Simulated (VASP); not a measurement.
# VASP 6.6.1 run: LiCl

INCAR

```
TIME = 4
ISMEAR = -1
EDIFF = 1E-7
ENCUT = 520
NBANDS = 12
PREC = Accurate
LREAL = .FALSE.
NSW = 0
LCHARG = .FALSE.
GGA = PS
ISIF = 2
IBRION = -1
NELM = 61
SIGMA = 0.02
ALGO = Damped
LWAVE = .FALSE.
LASPH = .TRUE.
```

KPOINTS

```
KPOINTS created by Atomic Simulation Environment
0
Gamma
6 6 6
0 0 0
```

POSCAR

```
Li Cl
 1.0000000000000000
    -0.1018000000000000    2.7824000000000000    2.7347999999999999
     2.7151000000000001   -0.0933000000000000    2.7263999999999999
     2.6436999999999999    2.7025999999999999   -0.0220000000000000
 Li  Cl
   1   1
Cartesian
  0.1221378400000000  2.7198365700000005  2.7394553999999998
  1.2753136500000000  1.4185783599999999  1.3455795599999998
```

The recommended PBE PAW datasets give the neutral cell 10 valence electrons.

Command

```
mpirun -np 1 vasp_std
```

**Question.** Predict the outcome of this run.

**Answer.** It didn't converge.

OSZICAR

```
N       E                     dE             d eps       ncg     rms           ort
DAV:   1     0.725609749855E+02    0.72561E+02   -0.45645E+03  1344   0.797E+02
DAV:   2     0.437257647534E+01   -0.68188E+02   -0.63396E+02  1344   0.173E+02
DAV:   3    -0.620128322262E+01   -0.10574E+02   -0.10315E+02  1344   0.760E+01
DAV:   4    -0.744508725166E+01   -0.12438E+01   -0.12228E+01  1344   0.268E+01
DAV:   5    -0.760449331976E+01   -0.15941E+00   -0.15727E+00  1344   0.901E+00
SDA:   6    -0.736590803538E+01    0.23859E+00   -0.18779E+01  1344   0.469E+00   0.000E+00
DMP:   7    -0.205272900134E+01    0.53132E+01   -0.78472E+02  1344   0.191E+02  -0.299E+01
DMP:   8     0.939913105571E+02    0.96044E+02   -0.11695E+04  1344   0.286E+03  -0.386E+02
DMP:   9     0.367938714457E+03    0.27395E+03   -0.69440E+04  1344   0.172E+04  -0.883E+02
DMP:  10     0.218714474744E+03   -0.14922E+03   -0.44918E+04  1344   0.111E+04  -0.796E+02
...
DMP:  53     0.265281350976E+03   -0.13110E+01   -0.55315E+03  1344   0.125E+03  -0.771E+02
DMP:  54     0.255754465719E+03   -0.95269E+01   -0.59398E+03  1344   0.135E+03  -0.803E+02
DMP:  55     0.257885452256E+03    0.21310E+01   -0.52060E+03  1344   0.118E+03  -0.705E+02
DMP:  56     0.255467605035E+03   -0.24178E+01   -0.61263E+03  1344   0.139E+03  -0.824E+02
DMP:  57     0.253420623679E+03   -0.20470E+01   -0.52751E+03  1344   0.120E+03  -0.676E+02
DMP:  58     0.253478758489E+03    0.58135E-01   -0.60787E+03  1344   0.138E+03  -0.823E+02
DMP:  59     0.256073342514E+03    0.25946E+01   -0.56702E+03  1344   0.130E+03  -0.705E+02
DMP:  60     0.253769816523E+03   -0.23035E+01   -0.60180E+03  1344   0.136E+03  -0.832E+02
DMP:  61     0.257716181819E+03    0.39464E+01   -0.58014E+03  1344   0.133E+03  -0.714E+02
   1 F= 0.25771618E+03 E0= 0.25771618E+03  d E =0.000000E+00
```

Standard output (part)

```
POSCAR found type information on POSCAR LiCl
 POSCAR found :  2 types and       2 ions
 LDA part: xc-table for (Slater+PW92), standard interpolation
 POSCAR, INCAR and KPOINTS ok, starting setup
 WAVECAR not read
 entering main loop
 final diagonalization occupied
|     The electronic self-consistency was not achieved in the given           |
|     number of steps (NELM). The forces and other quantities evaluated       |
|     might not be reliable so examine the results carefully. If you find     |
|     spurious results, we suggest increasing NELM, if you were close to      |
|     convergence or switching to a different ALGO or adjusting the           |
|     density mixing parameters otherwise.                                    |
```

The fault: damping step far too long.
